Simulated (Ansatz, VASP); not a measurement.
## One calculation of Zn, two programs

Contents of INCAR:

```
SYSTEM = Zn
ALGO     = Normal         ! electronic algorithm
EDIFF    = 1E-6           ! SCF threshold, eV
ENCUT    = 520            ! plane-wave cutoff, eV
GGA      = PE             ! functional
ISIF     = 2              ! what is computed and relaxed
ISMEAR   = 0              ! smearing method
LASPH    = .TRUE.         ! aspherical terms in the spheres
LCHARG   = .FALSE.        ! write CHGCAR
LREAL    = .FALSE.        ! projectors in reciprocal space
LWAVE    = .FALSE.        ! write WAVECAR
NBANDS   = 12             ! bands
NELM     = 60             ! most SCF steps
PREC     = Accurate       ! precision mode
SIGMA    = 0.1            ! smearing width, eV
```

Contents of KPOINTS:

```
k-points
0
G
  18 18 18
  0 0 0
```

POSCAR

```
Zn
1.0
   -1.5391468451      1.5391468451      1.5391468451
    1.5391468451     -1.5391468451      1.5391468451
    1.5391468451      1.5391468451     -1.5391468451
Zn
1
Direct
    0.0000000000      0.0000000000      0.0000000000
```

Input for Ansatz:

```yaml
crystal:
  lattice:
    - [-1.5391468451, 1.5391468451, 1.5391468451]
    - [1.5391468451, -1.5391468451, 1.5391468451]
    - [1.5391468451, 1.5391468451, -1.5391468451]
  atoms:
    - { symbol: Zn, position: [0.0, 0.0, 0.0] }
basis:
  ecutwfc: 420
kpoints:
  mp_grid: { grid: [18, 18, 18] }
hamiltonian:
  xc: pbe
scf:
  occupations: { method: gaussian, width: 0.1 }
output:
  forces: true
  stress: true
  eigenvalues: true
```

Alike in both runs: task single point; functional PBE; k mesh 18 × 18 × 18; occupations gaussian, width 0.1 eV; no spin polarisation.

|  | VASP | Ansatz |
| --- | --- | --- |
| version | VASP 6.6.1 | Ansatz 0.2.0 |
| potentials or method | VASP PAW PBE potentials, release 64 (Zn) | scalar-relativistic, plane waves, PAW |
| plane-wave cutoff (eV) | 520 | 420 |
| valence electrons in the cell | 12 | 12 |

|  | VASP | Ansatz | Ansatz less VASP |
| --- | --- | --- | --- |
| gap on the k mesh at the Fermi level (eV) | none | none | - |
| pressure (GPa) | 4.4 | 4.0 | -0.41 |

A gap of «none» marks a metal or a gap that the smearing closes.
